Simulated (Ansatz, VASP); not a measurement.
# Two plane-wave programs on ZrB2

```
Zr B
1.0
     3.17120    0.00000    0.00000
    -1.58560    2.74634    0.00000
     0.00000    0.00000    3.54203
Zr B
1 2
Direct
  0.00000 0.00000 0.00000
  0.33333 0.66667 0.50000
  0.66667 0.33333 0.50000
```

Alike in both runs: task electric field gradients; functional PBE; k mesh 14 × 14 × 12; occupations gaussian, width 0.05 eV; no spin polarisation.

|  | VASP | Ansatz |
| --- | --- | --- |
| version | VASP 6.6.1 | Ansatz 0.2.0 |
| potentials or method | VASP PAW PBE potentials, release 64 (Zr_sv, B) | scalar-relativistic, plane waves, PAW |
| plane-wave cutoff (eV) | 520 | 420 |
| valence electrons in the cell | 18 | 18 |

```tsv
	VASP	Ansatz	Ansatz less VASP
gap on the k mesh at the Fermi level (eV)	none	none	-
pressure (GPa)	0.1	0.0	-0.14
Vzz of the field gradient on the site that differs most (V/Å²)	41.9	43.1	+1.24
```

A gap of «none» marks a metal or a gap that the smearing closes. Ansatz warned: «gradients_without_spin_orbit».
